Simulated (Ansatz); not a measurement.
**Al2Ru: straining the crystal, equal strain of all cell vectors**

One table from this session's results is given with a row withheld; the runs are named, their logs left out.

Computed with Ansatz 0.2.0 (DFT PBEsol, scalar-relativistic, plane waves, PAW, unless a step's input says otherwise).

2 further runs of the same task are left out: 2 set aside as unsound or not needed.

**The structure to begin with**

Symmetry: I4/mmm, No. 139, tetragonal system. The conventional cell has a = 3.121 Å, b = 3.121 Å, c = 8.423 Å, α = 90.00°, β = 90.00°, γ = 90.00°. Al (site symmetry 4mm) has 5 Ru at 2.58 to 2.87 Å and 5 Al at 2.68 to 2.69 Å as nearest neighbours. Ru (site symmetry 4/mmm) has 10 Al at 2.58 to 2.87 Å as nearest neighbours.

Coordinates:

```xyz
6
Lattice="3.1214 0.0000 0.0000 0.0000 3.1214 0.0000 0.0000 0.0000 8.4231" Properties=species:S:1:pos:R:3 pbc="T T T"
Al    1.5607    1.5607    1.3399
Al    0.0000    0.0000    2.8716
Al    0.0000    0.0000    5.5515
Al    1.5607    1.5607    7.0832
Ru    0.0000    0.0000    0.0000
Ru    1.5607    1.5607    4.2116
```

It goes back to an entry of the Materials Project, which need not be the stable form.

The unstrained cell was computed beforehand with the same settings: E(σ→0) = -13735.1453 eV for 6 atoms, gap none (metal).

Set-up of the first run:

Contents of input.yaml:

```yaml
crystal:
  lattice:
    - [3.0901441856, 0.0, 0.0]
    - [0.0, 3.0901441856, 0.0]
    - [0.0, 0.0, 8.3388731098]
  atoms:
    - { symbol: Al, position: [0.5, 0.5, 0.1590760825] }
    - { symbol: Al, position: [0.0, 0.0, 0.3409239175] }
    - { symbol: Al, position: [0.0, 0.0, 0.6590760825] }
    - { symbol: Al, position: [0.5, 0.5, 0.8409239175] }
    - { symbol: Ru, position: [0.0, 0.0, 0.0] }
    - { symbol: Ru, position: [0.5, 0.5, 0.5] }
basis:
  ecutwfc: 420
kpoints:
  mp_grid: { grid: [12, 12, 4] }
hamiltonian:
  xc: pbesol
scf:
  occupations: { method: gaussian, width: 0.1 }
output:
  forces: true
  stress: true
  eigenvalues: true
relax:
  adjacent_minimum: "off"
  f_tol: 0.008
  max_steps: 40
```

Launch:

```bash
> ansatz run input.yaml --threads 1 --pin off --max-ram 2560MiB --backend cpu --events-out ev --progress --plain --runs-dir out
```

Steps of the session up to this table: At -1.0 %; The cell strained by +1.0 %; At -2.0 %; At +2.0 %; At -3.0 %; At +3.0 %.

One of the session's tables, all rows but one given; the rest of the session is left out.

It belongs to the step «Energy and stress against strain (a metal throughout)». Lengths are those of the vectors of the cell that was run; stresses in GPa:

```
strain (%)  ΔE (meV/atom)  a (Å)  b (Å)  c (Å)
      -3.0           68.3  3.028  3.028  8.170
      -2.0              ?      ?      ?      ?
      -1.0            7.0  3.090  3.090  8.339
      +0.0            0.0  3.121  3.121  8.423
      +1.0            6.7  3.153  3.153  8.507
      +2.0           25.8  3.184  3.184  8.592
      +3.0           56.0  3.215  3.215  8.676
```

Q: Estimate the row for strain (%) = -2.0 from the others.

Worked estimate for «ΔE (meV/atom)». A straight line through the neighbours (-3.0, 68.3) and (-1.0, 7.0) gives 68.3 + (7.0 − 68.3) × (-2.0 + 3.0) / (-1.0 + 3.0) = 37.6; a parabola fitted to 3 rows on both sides gives 29.8.

As computed: ΔE (meV/atom): 29.3; a (Å): 3.059; b (Å): 3.059; c (Å): 8.255. In «ΔE (meV/atom)» the line misses by +8.3 and the parabola by +0.5.

ΔE is over the unstrained cell. Stress in GPa, positive in compression, on the Cartesian axes of the input. 

To keep in mind: Warnings in the runs' records: stress scf threshold loose.
